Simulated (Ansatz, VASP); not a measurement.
# Cross-check of GaAs between VASP and Ansatz, part 2 of 2

One calculation is typed for both programs; each brings its own data sets. How far apart do they land? The cell is taken from a series of runs on this material, whose earlier steps may have relaxed, scaled, displaced or heated it; both programs get it as it stands.

VASP 6.6.1 and Ansatz 0.2.0.

So far: The starting structure; Ansatz: dielectric response, r2SCAN.

## (3) VASP: dielectric response, r2SCAN

Level of this step: r2SCAN; plane waves and PAW (As, Ga_d) (VASP).

The same cell, functional and mesh now go to VASP, with its own data sets.

Lines of VASP's logs that name or quote its potential files are left out, and so is its time.

Contents of INCAR:

```
SYSTEM = GaAs
PREC = Accurate
ENCUT = 440
EDIFF = 1E-08
NELM = 120
ISMEAR = 0
SIGMA = 0.01
LREAL = .FALSE.
ALGO = Normal
METAGGA = R2SCAN
LASPH = .TRUE.
NBANDS = 15
LORBIT = 11
LWAVE = .FALSE.
LCHARG = .FALSE.
ISIF = 2
LCALCEPS = .TRUE.
LPEAD = .TRUE.
GGA_COMPAT = .FALSE.
EFERMI = MIDGAP
LMIXTAU = .TRUE.
KPAR = 2
```

Contents of POSCAR:

```
GaAs
1.0
    0.0000000000      2.8268500000      2.8268500000
    2.8268500000      0.0000000000      2.8268500000
    2.8268500000      2.8268500000      0.0000000000
As Ga
1 1
Direct
    0.7500000000      0.7500000000      0.7500000000
    0.0000000000      0.0000000000      0.0000000000
```

Contents of KPOINTS:

```
Automatic mesh
0
Gamma
7 7 7
0 0 0
```

Potentials, in the order of the species: As and Ga_d (PBE family, release 64).

On the command line:

```sh
$ mpirun -np 2 vasp_std
```

Numbers of over 12 decimals in the logs are rounded to 6 here.

What it wrote:

```text
[banner, memory and clock lines left out]
running    2 mpi-ranks, on    1 nodes
 distrk:  each k-point on    1 cores,    2 groups
 distr:  one band on    1 cores,    1 groups

 POSCAR found type information on POSCAR AsGa
 POSCAR found :  2 types and       2 ions
|                                                                             |
|               ----> ADVICE to this user running VASP <----                  |
|                                                                             |
|     You enforced a specific xc type in the INCAR file but a different       |
|     [... a line on the potential file left out ...]
|     I HOPE YOU KNOW WHAT YOU ARE DOING!                                     |
|                                                                             |

 LDA part: xc-table for (None), standard interpolation
 POSCAR, INCAR and KPOINTS ok, starting setup
 FFT: planning ... GRIDC
 FFT: planning ... GRID_SOFT
 FFT: planning ... GRID
 WAVECAR not read
 entering main loop
       N       E                     dE             d eps       ncg     rms          rms(c)
DAV:   1     0.646160121860E+02    0.64616E+02   -0.86497E+03   600   0.154E+03
DAV:   2    -0.224291241180E+02   -0.87045E+02   -0.82976E+02   677   0.319E+02
DAV:   3    -0.290214972731E+02   -0.65924E+01   -0.65704E+01   726   0.709E+01
DAV:   4    -0.291252424312E+02   -0.10375E+00   -0.10373E+00   691   0.996E+00
DAV:   5    -0.291268527577E+02   -0.16103E-02   -0.16103E-02   803   0.111E+00    0.318E+00
DAV:   6    -0.269921854109E+02    0.21347E+01   -0.56494E-01   684   0.150E+01    0.195E+00
DAV:   7    -0.270952744465E+02   -0.10309E+00   -0.29837E-01   649   0.662E+00    0.873E-01
DAV:   8    -0.270218159841E+02    0.73458E-01   -0.13224E-01   614   0.440E+00    0.355E-01
DAV:   9    -0.269498842634E+02    0.71932E-01   -0.23247E-01   607   0.403E+00    0.227E-01
DAV:  10    -0.269550610888E+02   -0.51768E-02   -0.81108E-02   600   0.238E+00    0.734E-02
DAV:  11    -0.270436584002E+02   -0.88597E-01   -0.46838E-02   600   0.174E+00    0.615E-02
DAV:  12    -0.270425239098E+02    0.11345E-02   -0.98024E-04   789   0.276E-01    0.297E-02
DAV:  13    -0.270460692266E+02   -0.35453E-02   -0.10066E-03   621   0.316E-01    0.138E-02
DAV:  14    -0.270465218888E+02   -0.45266E-03   -0.30075E-04   684   0.197E-01    0.514E-03
DAV:  15    -0.270465986263E+02   -0.76738E-04   -0.79918E-05   621   0.991E-02    0.638E-03
DAV:  16    -0.270466118658E+02   -0.13240E-04   -0.20260E-06   803   0.134E-02    0.424E-03
DAV:  17    -0.270466209217E+02   -0.90559E-05   -0.13127E-06   628   0.118E-02    0.147E-03
DAV:  18    -0.270466243682E+02   -0.34465E-05   -0.17693E-06   628   0.131E-02    0.302E-04
DAV:  19    -0.270466246052E+02   -0.23698E-06   -0.32077E-08   782   0.171E-03    0.224E-04
DAV:  20    -0.270466244046E+02    0.20063E-06   -0.10274E-08   517   0.122E-03    0.304E-04
DAV:  21    -0.270466245019E+02   -0.97347E-07   -0.61702E-09   531   0.880E-04    0.186E-04
DAV:  22    -0.270466244662E+02    0.35656E-07   -0.81428E-10   363   0.335E-04    0.139E-04
DAV:  23    -0.270466245564E+02   -0.90149E-07   -0.69973E-10   328   0.405E-04    0.193E-05
DAV:  24    -0.270466245476E+02    0.87780E-08   -0.57783E-10   342   0.210E-04
|                                                                             |
|           W    W    AA    RRRRR   N    N  II  N    N   GGGG   !!!           |
|           W    W   A  A   R    R  NN   N  II  NN   N  G    G  !!!           |
|           W    W  A    A  R    R  N N  N  II  N N  N  G       !!!           |
|           W WW W  AAAAAA  RRRRR   N  N N  II  N  N N  G  GGG   !            |
|           WW  WW  A    A  R   R   N   NN  II  N   NN  G    G                |
|           W    W  A    A  R    R  N    N  II  N    N   GGGG   !!!           |
|                                                                             |
|     One or more components of EFIELD_PEAD are too large for comfort. In     |
|     all probability, you are too near to the onset of Zener tunneling.      |
|                                                                             |
|          e |E dot A_1| =  0.00000 > 1/10, E_g/N_1 =  0.01423                |
|          e |E dot A_2| =  0.02827 > 1/10, E_g/N_2 =  0.01423                |
|          e |E dot A_3| =  0.02827 > 1/10, E_g/N_3 =  0.01423                |
|                                                                             |
|     Possible SOLUTIONS:                                                     |
|      ) Choose a smaller electric field.                                     |
|      ) Use a less dense grid of k-points.                                   |
|                                                                             |
[...]
DMP:  33    -0.270465829251E+02   -0.88089E-08   -0.79504E-08  1500   0.873E-08   0.215E-07
 final diagonalization full
 p_tot=( -0.708E+01 -0.706E+01 -0.708E+01 )
dp_tot=(  0.435E-04  0.252E-01  0.436E-04 )  diag[e(oo)]=(    ---   11.08831    ---   )
|                                                                             |
|           W    W    AA    RRRRR   N    N  II  N    N   GGGG   !!!           |
|           W    W   A  A   R    R  NN   N  II  NN   N  G    G  !!!           |
|           W    W  A    A  R    R  N N  N  II  N N  N  G       !!!           |
[...]
DMP:   5    -0.270465650545E+02   -0.11522E-04   -0.87464E-05  1500   0.106E-04   0.216E-04
 p_tot=( -0.708E+01 -0.708E+01 -0.706E+01 )
dp_tot=(  0.438E-04  0.439E-04  0.213E-01 )  diag[e(oo)]=(    ---      ---    9.54646 )
DMP:   6    -0.270465719725E+02   -0.69180E-05   -0.48268E-05  1500   0.544E-05   0.128E-04
 p_tot=( -0.708E+01 -0.708E+01 -0.706E+01 )
dp_tot=(  0.437E-04  0.436E-04  0.223E-01 )  diag[e(oo)]=(    ---      ---    9.92931 )
DMP:   7    -0.270465758085E+02   -0.38360E-05   -0.27297E-05  1500   0.313E-05   0.712E-05
 p_tot=( -0.708E+01 -0.708E+01 -0.706E+01 )
dp_tot=(  0.435E-04  0.435E-04  0.230E-01 )  diag[e(oo)]=(    ---      ---   10.21633 )
DMP:   8    -0.270465780427E+02   -0.22342E-05   -0.16804E-05  1500   0.194E-05   0.434E-05
 p_tot=( -0.708E+01 -0.708E+01 -0.706E+01 )
dp_tot=(  0.437E-04  0.436E-04  0.236E-01 )  diag[e(oo)]=(    ---      ---   10.44447 )
DMP:   9    -0.270465794514E+02   -0.14088E-05   -0.10664E-05  1500   0.119E-05   0.284E-05
 p_tot=( -0.708E+01 -0.708E+01 -0.706E+01 )
dp_tot=(  0.439E-04  0.439E-04  0.240E-01 )  diag[e(oo)]=(    ---      ---   10.61311 )
DMP:  10    -0.270465803573E+02   -0.90586E-06   -0.68845E-06  1500   0.749E-06   0.187E-05
 p_tot=( -0.708E+01 -0.708E+01 -0.706E+01 )
dp_tot=(  0.439E-04  0.438E-04  0.243E-01 )  diag[e(oo)]=(    ---      ---   10.72532 )
DMP:  11    -0.270465809543E+02   -0.59696E-06   -0.46980E-06  1500   0.512E-06   0.127E-05
 p_tot=( -0.708E+01 -0.708E+01 -0.706E+01 )
dp_tot=(  0.436E-04  0.436E-04  0.245E-01 )  diag[e(oo)]=(    ---      ---   10.79497 )
DMP:  12    -0.270465813715E+02   -0.41718E-06   -0.33747E-06  1500   0.365E-06   0.921E-06
 p_tot=( -0.708E+01 -0.708E+01 -0.706E+01 )
dp_tot=(  0.433E-04  0.434E-04  0.246E-01 )  diag[e(oo)]=(    ---      ---   10.83907 )
DMP:  13    -0.270465816758E+02   -0.30438E-06   -0.24960E-06  1500   0.267E-06   0.686E-06
 p_tot=( -0.708E+01 -0.708E+01 -0.706E+01 )
dp_tot=(  0.431E-04  0.432E-04  0.246E-01 )  diag[e(oo)]=(    ---      ---   10.87088 )
DMP:  14    -0.270465819043E+02   -0.22847E-06   -0.19128E-06  1500   0.206E-06   0.525E-06
 p_tot=( -0.708E+01 -0.708E+01 -0.706E+01 )
dp_tot=(  0.430E-04  0.432E-04  0.247E-01 )  diag[e(oo)]=(    ---      ---   10.89776 )
DMP:  15    -0.270465820824E+02   -0.17805E-06   -0.15185E-06  1500   0.164E-06   0.415E-06
 p_tot=( -0.708E+01 -0.708E+01 -0.706E+01 )
dp_tot=(  0.430E-04  0.431E-04  0.248E-01 )  diag[e(oo)]=(    ---      ---   10.92225 )
DMP:  16    -0.270465822254E+02   -0.14304E-06   -0.12317E-06  1500   0.133E-06   0.336E-06
 p_tot=( -0.708E+01 -0.708E+01 -0.706E+01 )
dp_tot=(  0.430E-04  0.431E-04  0.248E-01 )  diag[e(oo)]=(    ---      ---   10.94435 )
DMP:  17    -0.270465823420E+02   -0.11662E-06   -0.10145E-06  1500   0.110E-06   0.276E-06
 p_tot=( -0.708E+01 -0.708E+01 -0.706E+01 )
dp_tot=(  0.430E-04  0.432E-04  0.249E-01 )  diag[e(oo)]=(    ---      ---   10.96358 )
DMP:  18    -0.270465824386E+02   -0.96558E-07   -0.84701E-07  1500   0.922E-07   0.230E-06
 p_tot=( -0.708E+01 -0.708E+01 -0.706E+01 )
dp_tot=(  0.430E-04  0.432E-04  0.249E-01 )  diag[e(oo)]=(    ---      ---   10.97991 )
DMP:  19    -0.270465825195E+02   -0.80958E-07   -0.71337E-07  1500   0.778E-07   0.193E-06
 p_tot=( -0.708E+01 -0.708E+01 -0.706E+01 )
dp_tot=(  0.430E-04  0.432E-04  0.250E-01 )  diag[e(oo)]=(    ---      ---   10.99378 )
DMP:  20    -0.270465825878E+02   -0.68287E-07   -0.60409E-07  1500   0.660E-07   0.164E-06
 p_tot=( -0.708E+01 -0.708E+01 -0.706E+01 )
dp_tot=(  0.430E-04  0.432E-04  0.250E-01 )  diag[e(oo)]=(    ---      ---   11.00585 )
DMP:  21    -0.270465826457E+02   -0.57906E-07   -0.51347E-07  1500   0.562E-07   0.139E-06
 p_tot=( -0.708E+01 -0.708E+01 -0.706E+01 )
dp_tot=(  0.431E-04  0.432E-04  0.250E-01 )  diag[e(oo)]=(    ---      ---   11.01662 )
DMP:  22    -0.270465826949E+02   -0.49211E-07   -0.43753E-07  1500   0.479E-07   0.118E-06
 p_tot=( -0.708E+01 -0.708E+01 -0.706E+01 )
dp_tot=(  0.431E-04  0.432E-04  0.250E-01 )  diag[e(oo)]=(    ---      ---   11.02636 )
DMP:  23    -0.270465827369E+02   -0.41972E-07   -0.37350E-07  1500   0.409E-07   0.101E-06
 p_tot=( -0.708E+01 -0.708E+01 -0.706E+01 )
dp_tot=(  0.431E-04  0.432E-04  0.251E-01 )  diag[e(oo)]=(    ---      ---   11.03517 )
DMP:  24    -0.270465827727E+02   -0.35745E-07   -0.31927E-07  1500   0.350E-07   0.863E-07
 p_tot=( -0.708E+01 -0.708E+01 -0.706E+01 )
dp_tot=(  0.431E-04  0.433E-04  0.251E-01 )  diag[e(oo)]=(    ---      ---   11.04309 )
DMP:  25    -0.270465828032E+02   -0.30510E-07   -0.27317E-07  1500   0.299E-07   0.738E-07
 p_tot=( -0.708E+01 -0.708E+01 -0.706E+01 )
dp_tot=(  0.431E-04  0.433E-04  0.251E-01 )  diag[e(oo)]=(    ---      ---   11.05019 )
DMP:  26    -0.270465828294E+02   -0.26193E-07   -0.23389E-07  1500   0.257E-07   0.632E-07
 p_tot=( -0.708E+01 -0.708E+01 -0.706E+01 )
dp_tot=(  0.431E-04  0.433E-04  0.251E-01 )  diag[e(oo)]=(    ---      ---   11.05657 )
DMP:  27    -0.270465828518E+02   -0.22399E-07   -0.20035E-07  1500   0.220E-07   0.541E-07
 p_tot=( -0.708E+01 -0.708E+01 -0.706E+01 )
dp_tot=(  0.432E-04  0.433E-04  0.251E-01 )  diag[e(oo)]=(    ---      ---   11.06237 )
DMP:  28    -0.270465828710E+02   -0.19210E-07   -0.17168E-07  1500   0.188E-07   0.464E-07
 p_tot=( -0.708E+01 -0.708E+01 -0.706E+01 )
dp_tot=(  0.432E-04  0.433E-04  0.251E-01 )  diag[e(oo)]=(    ---      ---   11.06766 )
DMP:  29    -0.270465828874E+02   -0.16427E-07   -0.14714E-07  1500   0.161E-07   0.397E-07
 p_tot=( -0.708E+01 -0.708E+01 -0.706E+01 )
dp_tot=(  0.432E-04  0.433E-04  0.251E-01 )  diag[e(oo)]=(    ---      ---   11.07252 )
DMP:  30    -0.270465829015E+02   -0.14089E-07   -0.12613E-07  1500   0.138E-07   0.341E-07
 p_tot=( -0.708E+01 -0.708E+01 -0.706E+01 )
dp_tot=(  0.432E-04  0.434E-04  0.252E-01 )  diag[e(oo)]=(    ---      ---   11.07698 )
DMP:  31    -0.270465829135E+02   -0.12061E-07   -0.10814E-07  1500   0.119E-07   0.292E-07
 p_tot=( -0.708E+01 -0.708E+01 -0.706E+01 )
dp_tot=(  0.432E-04  0.434E-04  0.252E-01 )  diag[e(oo)]=(    ---      ---   11.08108 )
DMP:  32    -0.270465829238E+02   -0.10292E-07   -0.92719E-08  1500   0.102E-07   0.250E-07
 p_tot=( -0.708E+01 -0.708E+01 -0.706E+01 )
dp_tot=(  0.432E-04  0.434E-04  0.252E-01 )  diag[e(oo)]=(    ---      ---   11.08485 )
DMP:  33    -0.270465829327E+02   -0.88953E-08   -0.79504E-08  1500   0.873E-08   0.215E-07
 final diagonalization full
 p_tot=( -0.708E+01 -0.708E+01 -0.706E+01 )
dp_tot=(  0.432E-04  0.434E-04  0.252E-01 )  diag[e(oo)]=(    ---      ---   11.08831 )
   1 F= -.27046583E+02 E0= -.27046583E+02  d E =0.000000E+00
```

Parts of OUTCAR (step 3):

```text
ion  position               nearest neighbor table
   1  0.750  0.750  0.750-   2 2.45   2 2.45   2 2.45   2 2.45
   2  0.000  0.000  0.000-   1 2.45   1 2.45   1 2.45   1 2.45

  LATTYP: Found a face centered cubic cell.
 ALAT       =     5.6537000000

 Subroutine GETGRP returns: Found 24 space group operations
 (whereof 24 operations were pure point group operations)

The static configuration has the point symmetry T_d .

 Found     20 irreducible k-points:

   k-points           NKPTS =     20   k-points in BZ     NKDIM =     20   number of bands    NBANDS=     15

   dimension x,y,z NGX =    28 NGY =   28 NGZ =   28
   dimension x,y,z NGXF=    56 NGYF=   56 NGZF=   56

   ENCUT  =  440.0 eV  32.34 Ry    5.69 a.u.   6.84  6.84  6.84*2*pi/ulx,y,z

   NELECT =      18.0000    total number of electrons

 k-points in reciprocal lattice and weights: Automatic mesh
   0.00000000  0.00000000  0.00000000       0.003
   0.14285714  0.00000000  0.00000000       0.023
   0.28571429  0.00000000  0.00000000       0.023
   0.42857143  0.00000000  0.00000000       0.023
   0.14285714  0.14285714  0.00000000       0.017
   0.28571429  0.14285714  0.00000000       0.070
   0.42857143  0.14285714  0.00000000       0.070
  -0.42857143  0.14285714  0.00000000       0.070
  -0.28571429  0.14285714  0.00000000       0.070
[...]
-0.42857143  0.42857143  0.14285714       0.070
  -0.28571429  0.42857143  0.14285714       0.070

 average (electrostatic) potential at core
       1 -54.9102       2 -71.2570

            Ionic dipole moment: p[ion]=(    -7.06712    -7.06712    -7.06712 ) |e| Angst

 Total electronic dipole moment: p[elc]=(    -0.01678    -0.01678     0.00837 ) |e| Angst

 MACROSCOPIC STATIC DIELECTRIC TENSOR (including local field effects)
 ------------------------------------------------------
          11.088311     0.000000     0.000000
           0.000000    11.088311    -0.000000
          -0.000000     0.000000    11.088311
 ------------------------------------------------------

 PIEZOELECTRIC TENSOR (including local field effects) (C/m^2)
          XX          YY          ZZ          XY          YZ          ZX
  --------------------------------------------------------------------------------
  x     0.00000    -0.00000    -0.00000     0.00000     0.81428    -0.00000
  y    -0.00000     0.00000    -0.00000     0.00000    -0.00000     0.81428
  z    -0.00000    -0.00000     0.00000     0.81428     0.00000    -0.00000

 BORN EFFECTIVE CHARGES (including local field effects) (in |e|, cummulative output)
 ---------------------------------------------------------------------------------
 ion    1
    1    -2.13287     0.00000    -0.00000
    2     0.00000    -2.13287    -0.00000
    3     0.00000     0.00000    -2.13287
 ion    2
    1     2.13287     0.00000     0.00000
    2     0.00000     2.13287     0.00000
    3     0.00000    -0.00000     2.13287

  Total        0.1413105      0.1413105      0.1413105      0.0000000     -0.0000000      0.0000000
  in kB        5.0112577      5.0112577      5.0112577      0.0000000     -0.0000000      0.0000000
  external PRESSURE =       5.0112577 kB  Pullay stress =       0.0000000 kB

  energy-cutoff  :      440.00
  volume of cell :       45.18
      direct lattice vectors                 reciprocal lattice vectors
     0.000000000  2.826850000  2.826850000    -0.176875321  0.176875321  0.176875321
     2.826850000  0.000000000  2.826850000     0.176875321 -0.176875321  0.176875321
     2.826850000  2.826850000  0.000000000     0.176875321  0.176875321 -0.176875321

 POSITION                                       TOTAL-FORCE (eV/Angst)
 -----------------------------------------------------------------------------------
      4.24027      4.24027      4.24027        -0.000000      0.000000      0.000000
      0.00000      0.00000      0.00000         0.000000     -0.000000     -0.000000
 -----------------------------------------------------------------------------------
    total drift:                                0.000002      0.000002      0.000002
```

The log warns that the applied field is near the limit of Zener tunnelling for this mesh, so the response is less certain.

## (4) Differences

Known differences besides the potentials themselves: VASP keeps PBE cores, Ansatz makes them for the functional; fixed occupations in Ansatz, narrow Gaussian smearing in VASP; VASP's response is taken on the typed mesh, Ansatz refines its own for the field response alone; the data sets hold 28 valence electrons in Ansatz (on its default PAW (the set named soft_2) files) and 18 in VASP; the cutoff is 500 eV in Ansatz and 440 eV in VASP; VASP takes ε∞ from a finite field, Ansatz from linear response. Total energies have different zeros and are not compared.

Both answers:

```csv
quantity,Ansatz,VASP,difference
ε∞ xx,11.52,11.09,+3.90 %
ε∞ yy,11.52,11.09,+3.90 %
ε∞ zz,11.52,11.09,+3.90 %
```

## (5) Results

* difference in ε∞ xx (dielectric response, r2SCAN): 3.9 %

**Reading.** The difference in ε∞ xx is 3.9 % (dielectric response, r2SCAN), within the 5 % picked in this series as the mark of a large difference. The data sets hold unlike numbers of valence electrons (28 in Ansatz and 18 in VASP), so part of the differences comes from the potentials. Such differences can come from data sets, numerical settings and the points named under the comparisons, not from the functional's error against experiment.

[Lines on the potential files, build, host, timing and source positions are cut from VASP's logs without a mark.]

[Logs are printed without paths, hosts, clocks, repeated set-up lines and the standing remarks that a program may print on its own settings, such as how far it seeks lower states.]

[Hosts, paths, dates, database ids (printed as entryN), source tags and the programs' standing remarks are cut or masked in the printed files.]
